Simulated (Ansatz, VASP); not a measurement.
**One calculation of CdS (Greenockite), two programs**

```
CELL_PARAMETERS angstrom
4.07329 0.00000 0.00000
-2.03665 3.52757 0.00000
0.00000 0.00000 6.63915
ATOMIC_POSITIONS crystal
Cd 0.33333 0.66667 0.99955
Cd 0.66667 0.33333 0.49955
S 0.33333 0.66667 0.37545
S 0.66667 0.33333 0.87545
```

Alike in both runs: functional LDA; k mesh 9 × 9 × 4; occupations gaussian, width 0.02 eV; no spin polarisation.

Ansatz relaxed the structure, and its values are those at the end. VASP's run is a single point on that final structure, the one shown.

|  | VASP | Ansatz |
| --- | --- | --- |
| version | VASP 6.6.1 | Ansatz 0.2.0 |
| potentials or method | VASP PAW LDA potentials, release 64 (Cd, S) | scalar-relativistic, plane waves, PAW |
| plane-wave cutoff (eV) | 520 | 420 |
| valence electrons in the cell | 36 | 52 |

```tsv
	VASP	Ansatz	Ansatz less VASP
gap on the k mesh at the Fermi level (eV)	1.06	1.03	-0.030
least direct gap on the mesh (eV)	1.06	1.03	-0.030
pressure (GPa)	0.6	0.0	-0.55
```

The two sets of potentials don't hold the same shells in valence.
